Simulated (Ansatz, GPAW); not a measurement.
# Work function of Ta2NOS MXene under honeycomb BP, AB at several levels

Aim: the work function of both faces of Ta2NOS MXene under honeycomb BP, AB, and its spread over functionals and bases.

Program: GPAW 26.7.0 and Ansatz 0.2.0. Level of theory: Ansatz plane waves; layer without images along its normal, relaxation of atoms and in-plane cell, with D3(BJ) dispersion, in the first sound run; inputs show where later runs differ. Results are calculated unless marked as measured.

Report form: the programs' logs are mostly left out.

## Step 1: Set-up

The cell holds 7 atoms: 1 S, 2 Ta, 1 N, 1 O, 1 P and 1 B. Its edges and angles: a = 3.182 Å, b = 3.182 Å, c = 24.583 Å, α = 90.0°, β = 90.0°, γ = 120.0°. Regions: layer 1: Ta2NOS MXene, 5 atoms (1 S, 2 Ta, 1 N and 1 O); layer 2: honeycomb BP, 2 atoms (1 P and 1 B). Vacuum lies along c.

Coordinates:

```cif
data_structure
_symmetry_space_group_name_H-M 'P 1'
_symmetry_Int_Tables_number 1
_cell_length_a 3.1823
_cell_length_b 3.1823
_cell_length_c 24.5829
_cell_angle_alpha 90.000
_cell_angle_beta 90.000
_cell_angle_gamma 120.000
_cell_volume 215.60
loop_
_atom_site_label
_atom_site_type_symbol
_atom_site_fract_x
_atom_site_fract_y
_atom_site_fract_z
_atom_site_occupancy
S1 S 0.33333 0.66667 0.32543 1
Ta2 Ta 0.66667 0.33333 0.39976 1
N3 N 0.00000 0.00000 0.45040 1
Ta4 Ta 0.33333 0.66667 0.50103 1
O5 O 0.66667 0.33333 0.55050 1
P6 P 0.00000 0.00000 0.67457 1
B7 B 0.66667 0.33333 0.67457 1
```

## Step 2: Relaxing the atoms

The atoms are relaxed first, since the surface dipole, and with it the work function, follows the positions of the outer layers.

File input.yaml:

```yaml
crystal:
  lattice:
    - [3.18229, 0.0, 0.0]
    - [-1.591145, 2.7559439822, 0.0]
    - [0.0, 0.0, 24.5829259374]
  atoms:
    - { symbol: S, position: [0.3333333333, 0.6666666667, 0.3254291218] }
    - { symbol: Ta, position: [0.6666666667, 0.3333333333, 0.3997639806], spin: 1.0 }
    - { symbol: "N", position: [0.0, 0.0, 0.450397222] }
    - { symbol: Ta, position: [0.3333333333, 0.6666666667, 0.5010304634], spin: 1.0 }
    - { symbol: O, position: [0.6666666667, 0.3333333333, 0.5505010255] }
    - { symbol: P, position: [0.0, 0.0, 0.6745708782] }
    - { symbol: B, position: [0.6666666667, 0.3333333333, 0.6745708782] }
  periodic: [true, true, false]
magnetization:
  spin_polarized: true
kpoints:
  mp_grid: { grid: [12, 12, 1] }
hamiltonian:
  xc: pbe
  dispersion: d3bj
scf:
  occupations: { method: fermi_dirac, width: 0.05 }
relax:
  f_tol: 0.01
  max_steps: 90
  cell: {}
```

On the command line:

```
$ ansatz run input.yaml --threads 2 --pin off --max-ram 4096MiB --backend cpu --events-out ev --progress --plain --runs-dir out
```

It took 3 min on 2 threads of Intel Xeon 6975P-C (Granite Rapids), shared host; peak memory 0.93 GiB.

Relaxation path:

```
step  energy less that of the first step (eV)  largest force component (eV/Å)  volume (Å³)
   1                                   0.0000                          2.6235       359.28
   2                                  -0.5814                          0.7768       357.89
   3                                  -0.6260                          0.9057       363.20
   4                                  -0.6568                          0.1316       361.50
   5                                  -0.6570                          0.0852       361.90
   6                                  -0.6575                          0.0502       362.17
   7                                  -0.6576                          0.0181       362.29
   8                                  -0.6577                          0.0021       362.24
  9*                                  -0.6591                          0.0021       362.24
```

Relaxation steps marked * repeat the geometry before them on a plane-wave basis chosen anew for their cell, so energy and pressure can jump there.

The run keeps the 6 symmetry operations that it works with, so distortions that break them were not tested.

```
cell as run  before  after  change
      a (Å)   3.182  3.195  +0.4 %
      b (Å)   3.182  3.195  +0.4 %
```

The atoms that moved most (Å, along periodic axes as changes of fractional coordinates times the final cell, across vacuum about the mean position):

```
atom     dx     dy      dz  length
  S1  0.000  0.000   0.291   0.291
  O5  0.000  0.000  -0.231   0.231
 Ta2  0.000  0.000   0.084   0.084
  B7  0.000  0.000  -0.080   0.080
  P6  0.000  0.000  -0.079   0.079
  N3  0.000  0.000   0.075   0.075
 Ta4  0.000  0.000  -0.060   0.060
```

Final coordinates:

```cif
data_structure
_symmetry_space_group_name_H-M 'P 1'
_symmetry_Int_Tables_number 1
_cell_length_a 3.1954
_cell_length_b 3.1954
_cell_length_c 40.9659
_cell_angle_alpha 90.000
_cell_angle_beta 90.000
_cell_angle_gamma 120.000
_cell_volume 362.24
loop_
_atom_site_label
_atom_site_type_symbol
_atom_site_fract_x
_atom_site_fract_y
_atom_site_fract_z
_atom_site_occupancy
S1 S 0.33333 0.66667 0.20239 1
Ta2 Ta 0.66667 0.33333 0.24194 1
N3 N 0.00000 0.00000 0.27212 1
Ta4 Ta 0.33333 0.66667 0.29919 1
O5 O 0.66667 0.33333 0.32471 1
P6 P 0.00000 0.00000 0.40288 1
B7 B 0.66667 0.33333 0.40284 1
```

This step gave:

- free energy: -22636.1378 eV
- smearing term TS: 0.01061 eV
- symmetry operations: 6

The relaxation lowered the energy of the cell by 0.659 eV.

## Step 3: Plane waves, PBE

With the geometry fixed, the planar mean of the potential gives the vacuum level on each side.

This step: GPAW, PAW setups; slab in vacuum (GPAW 26.7.0).

The cell differs from the one that the last finished run ended in (c 40.966 → 24.213 Å).

File run.py:

```python
import json
import numpy as np
from ase import Atoms
from gpaw import GPAW, PW

slab = Atoms(
    ['S', 'Ta', 'N', 'Ta', 'O', 'P', 'B'],
    positions=[
        [0.00000, 1.84484, 8.00000],
        [1.59768, 0.92242, 9.62028],
        [-0.00000, 0.00000, 10.85666],
        [0.00000, 1.84484, 11.96570],
        [1.59768, 0.92242, 13.01114],
        [-0.00000, 0.00000, 16.21329],
        [1.59768, 0.92242, 16.21178]],
    cell=[[3.19536, -0.0, 0.0], [-1.59768, 2.76726, -0.0], [0.0, -0.0, 24.2133]],
    pbc=[True, True, False],
    magmoms=[0.0, 1.0, 0.0, 1.0, 0.0, 0.0, 0.0])

slab.calc = GPAW(mode=PW(500), xc='PBE', kpts={'size': (12, 12, 1), 'gamma': True},
                 occupations={'name': 'fermi-dirac', 'width': 0.05}, nbands='140%',
                 convergence={'density': 1e-05}, maxiter=200,
                 poissonsolver={'dipolelayer': 'xy'},
                 symmetry={'tolerance': 1e-3}, txt='slab.txt')
result = {}
energy = slab.get_potential_energy()
fermi = slab.calc.get_fermi_level()
v = slab.calc.get_electrostatic_potential().mean((0, 1)) - fermi
n = slab.calc.get_pseudo_density().mean((0, 1))
L = slab.cell[2, 2]
z = np.arange(len(v)) * L / len(v)
low, high = slab.positions[:, 2].min(), slab.positions[:, 2].max()
below, above = np.interp([low - 5.8, high + 5.8], z, v)
slopes = [np.interp(x, z, np.gradient(v, z)) for x in (low - 5.8, high + 5.8)]
eps = np.array([[slab.calc.get_eigenvalues(k, s) for k in range(len(slab.calc.get_ibz_k_points()))]
                for s in range(slab.calc.get_number_of_spins())]) - fermi
top, bottom = eps[eps < 0].max(), eps[eps > 0].min()
dipole = slab.get_dipole_moment()[2]
print(f'energy {energy:.4f} eV, Fermi level {fermi:.4f} eV, dipole {dipole:.5f} e A')
print(f'potential 5.8 A off the faces, from the Fermi level: lower {below:.4f} eV, upper {above:.4f} eV')
print(f'slope of the potential there: lower {slopes[0]:.5f}, upper {slopes[1]:.5f} eV/A')
print(f'nearest levels on the mesh: {top:.4f} and {bottom:.4f} eV')
print('magnetic moment', round(slab.get_magnetic_moment(), 3))
result.update(energy=energy, fermi=fermi, dipole=dipole, below=below, above=above, slopes=slopes, edges=[top, bottom],
              z=z.tolist(), v=v.tolist(), n=n.tolist(), positions=slab.positions.tolist(),
              forces=slab.get_forces(apply_constraint=False).tolist(), moments=slab.get_magnetic_moments().tolist())
json.dump(result, open('result.json', 'w'))
```

On the command line:

```
$ OMP_NUM_THREADS=1 OPENBLAS_NUM_THREADS=2 python run.py
```

It took 3.9 min on 2 threads; peak memory 0.43 GiB.

This step gave:

| Quantity | Value |
| --- | --- |
| dipole along the normal | 0.002257 e·Å |
| levels nearest the Fermi level on the mesh | -0.03626, 0.07572 eV from the Fermi level |
| upper work function | 5.010 eV |
| lower work function | 5.053 eV |
| sum of the site moments | 0 μB |

The electrostatic potential energy of an electron (without an applied field's), less the Fermi level, planar mean oscillates, so the rows of the table below give means over windows of 1 Å about each position, cut where the curve ends. Its maxima inside the range that stand out by 2 % of the span (Å: eV): 8.7: -6.41, 10.5: -9.58, 11.2: -12.1, 12.7: -12.0, 14.3: 4.48. Its minima: 8.0: -18.9, 9.6: -23.8, 10.8: -15.3, 12.0: -24.4, 12.9: -12.7, 16.2: -26.3.

Electrostatic potential energy of an electron (without an applied field's), less the Fermi level, planar mean against z; means over each step:

```
z (Å)  electrostatic potential energy of an electron (without an applied field's), less the Fermi level, planar mean (eV)
    0                                                                                                                5.04
    1                                                                                                                5.05
    2                                                                                                                5.05
    3                                                                                                                5.05
    4                                                                                                                5.05
    5                                                                                                                5.05
    6                                                                                                                4.92
    7                                                                                                                1.96
    8                                                                                                               -13.3
    9                                                                                                               -12.1
   10                                                                                                               -16.9
   11                                                                                                               -13.2
   12                                                                                                               -20.6
   13                                                                                                               -9.25
   14                                                                                                                3.61
   15                                                                                                                2.23
   16                                                                                                               -17.5
   17                                                                                                               -3.65
   18                                                                                                                4.51
   19                                                                                                                4.99
   20                                                                                                                5.01
   21                                                                                                                5.01
   22                                                                                                                5.01
   23                                                                                                                5.01
   24                                                                                                                5.01
```

The pseudo valence density, planar mean oscillates, so the rows of the table below give means over windows of 1 Å about each position, cut where the curve ends. Its maxima inside the range that stand out by 2 % of the span (Å: e/Å³): 8.3: 0.507, 9.7: 1.31, 11.0: 0.765, 12.0: 1.34, 13.0: 0.900, 16.5: 0.518. Its minima: 8.7: 0.469, 10.3: 0.621, 11.2: 0.726, 12.6: 0.778, 14.3: 0.0281.

Pseudo valence density, planar mean against z; means over each step:

```
z (Å)  pseudo valence density, planar mean (e/Å³)
    4                                      1.5e-5
    5                                      3.2e-4
    6                                     0.00775
    7                                       0.147
    8                                       0.433
    9                                       0.676
   10                                       0.928
   11                                       0.746
   12                                        1.08
   13                                       0.742
   14                                       0.105
   15                                       0.120
   16                                       0.474
   17                                       0.279
   18                                      0.0256
   19                                     0.00131
   20                                      6.1e-5
```

Force by atom:

```
atom  x (eV/Å)  y (eV/Å)  z (eV/Å)   size
  S1     0.000     0.000    -0.177  0.177
 Ta2     0.000     0.000    -0.096  0.096
  N3     0.000     0.000    -0.060  0.060
 Ta4     0.000     0.000     0.057  0.057
  O5     0.000     0.000     0.005  0.005
  P6     0.000     0.000     0.108  0.108
  B7     0.000     0.000     0.051  0.051
```

The potential is flat to 4.1e-4 eV/Å where it is read, so the vacuum is wide enough. The geometry is the other program's minimum (found with a dispersion term); here the largest force on a free atom is 0.18 eV/Å.

## Step 4: Self-consistent run: xc = "RPBE"

The same geometry under RPBE, to see how far the functional moves the levels against the vacuum.

run.py, as its differences from that of step 3:

```diff
@@ -19,3 +19,3 @@
 
-slab.calc = GPAW(mode=PW(500), xc='PBE', kpts={'size': (12, 12, 1), 'gamma': True},
+slab.calc = GPAW(mode=PW(500), xc='RPBE', kpts={'size': (12, 12, 1), 'gamma': True},
                  occupations={'name': 'fermi-dirac', 'width': 0.05}, nbands='140%',
```

Wall time 3.7 min (2 threads); peak memory 0.43 GiB.

Numbers from this step:

* dipole along the normal: 0.002614 e·Å
* levels nearest the Fermi level on the mesh: -0.03507, 0.07497 eV from the Fermi level
* upper work function: 4.903 eV
* lower work function: 4.953 eV

Electrostatic potential energy of an electron (without an applied field's), less the Fermi level, planar mean against z:

z (Å), electrostatic potential energy of an electron (without an applied field's), less the Fermi level, planar mean (eV) and a bar from the least value:
```
      0.0        4.9 ##############################
      0.5        5.0 ##############################
      1.0        5.0 ##############################
      1.5        5.0 ##############################
      2.0        5.0 ##############################
      2.5        5.0 ##############################
      3.0        5.0 ##############################
      3.5        5.0 ##############################
      4.0        5.0 ##############################
      4.5        5.0 ##############################
      5.0        4.9 ##############################
      5.5        4.9 ##############################
      6.0        4.9 ##############################
      6.5        4.5 ##############################
      7.0        2.8 ############################
      7.5       -4.8 ####################
      8.0      -18.9 ######
      8.5       -8.1 #################
      9.0      -10.2 ###############
      9.5      -23.0 #
     10.0      -17.2 #######
     10.5      -10.0 ###############
     11.0      -14.3 ##########
     11.5      -16.0 #########
     12.0      -24.5 
     12.5      -14.3 ##########
     13.0      -12.5 ############
     13.5        0.2 #########################
     14.0        3.9 #############################
     14.5        4.2 #############################
     15.0        2.8 ############################
     15.5       -3.3 ######################
     16.0      -21.4 ###
     16.5      -18.2 ######
     17.0       -1.8 #######################
     17.5        3.3 ############################
     18.0        4.6 ##############################
     18.5        4.8 ##############################
     19.0        4.9 ##############################
     19.5        4.9 ##############################
     20.0        4.9 ##############################
     20.5        4.9 ##############################
     21.0        4.9 ##############################
     21.5        4.9 ##############################
     22.0        4.9 ##############################
     22.5        4.9 ##############################
     23.0        4.9 ##############################
     23.5        4.9 ##############################
     24.0        4.9 ##############################
```

The pseudo valence density, planar mean oscillates, so the rows of the table below give means over windows of 1 Å about each position, cut where the curve ends. Its maxima inside the range that stand out by 2 % of the span (Å: e/Å³): 8.3: 0.507, 9.7: 1.31, 11.0: 0.764, 12.0: 1.34, 13.0: 0.900, 16.5: 0.517. Its minima: 8.7: 0.470, 10.3: 0.621, 11.2: 0.726, 12.6: 0.778, 14.3: 0.0270.

Table of pseudo valence density, planar mean by z; means over each step:

```
z (Å)  pseudo valence density, planar mean (e/Å³)
    4                                      1.7e-5
    5                                      3.4e-4
    6                                     0.00769
    7                                       0.147
    8                                       0.433
    9                                       0.676
   10                                       0.928
   11                                       0.746
   12                                        1.08
   13                                       0.742
   14                                       0.104
   15                                       0.120
   16                                       0.474
   17                                       0.279
   18                                      0.0254
   19                                     0.00131
   20                                      6.5e-5
```

Force by atom:

```
atom  x (eV/Å)  y (eV/Å)  z (eV/Å)   size
  S1     0.000     0.000    -0.396  0.396
 Ta2     0.000     0.000    -0.179  0.179
  N3     0.000     0.000    -0.086  0.086
 Ta4     0.000     0.000     0.032  0.032
  O5     0.000     0.000     0.235  0.235
  P6     0.000     0.000     0.174  0.174
  B7     0.000     0.000     0.083  0.083
```

The upper face's work function is 4.903 eV, against 5.010 eV in the first plane-wave PBE run at this geometry.

## Step 5: Self-consistent run: xc = "LDA"

The same geometry under LDA, to see how far the functional moves the levels against the vacuum.

run.py, as its differences from that of step 4:

```diff
@@ -19,3 +19,3 @@
 
-slab.calc = GPAW(mode=PW(500), xc='RPBE', kpts={'size': (12, 12, 1), 'gamma': True},
+slab.calc = GPAW(mode=PW(500), xc='LDA', kpts={'size': (12, 12, 1), 'gamma': True},
                  occupations={'name': 'fermi-dirac', 'width': 0.05}, nbands='140%',
```

The job ended after 3.6 min (2 threads; peak memory 0.41 GiB).

Numbers from this step:

```yaml
dipole_along_the_normal: 0.002717 e·Å
levels_nearest_the_fermi_level_on_the_mesh: -0.04138, 0.07938 eV from the Fermi level
upper_work_function: 5.264 eV
lower_work_function: 5.316 eV
```

The upper face's work function is 5.264 eV, against 5.010 eV in the first plane-wave PBE run at this geometry.

## Step 6: OptPBE vdW: xc = "optPBE-vdW"

The same geometry under optPBE-vdW, to see how far the functional moves the levels against the vacuum (the van der Waals functionals take revPBE setups).

run.py, as its differences from that of step 5:

```diff
@@ -19,3 +19,3 @@
 
-slab.calc = GPAW(mode=PW(500), xc='LDA', kpts={'size': (12, 12, 1), 'gamma': True},
+slab.calc = GPAW(mode=PW(500), xc='optPBE-vdW', kpts={'size': (12, 12, 1), 'gamma': True},
                  occupations={'name': 'fermi-dirac', 'width': 0.05}, nbands='140%',
```

The job ended after 4.3 min (2 threads; peak memory 0.64 GiB).

Numbers from this step:

```
dipole along the normal                    : 0.004784 e·Å
levels nearest the Fermi level on the mesh : -0.03948, 0.07841 eV from the Fermi level
upper work function                        : 5.203 eV
lower work function                        : 5.297 eV
```

The upper face's work function is 5.203 eV, against 5.010 eV in the first plane-wave PBE run at this geometry.

(Continued in part 2 of 2.)

[Logs are printed without paths, hosts, clocks, repeated set-up lines and the standing remarks that a program may print on its own settings, such as how far it seeks lower states.]

[Hosts, paths, dates, database ids (printed as entryN), source tags and the programs' standing remarks are cut or masked in the printed files.]
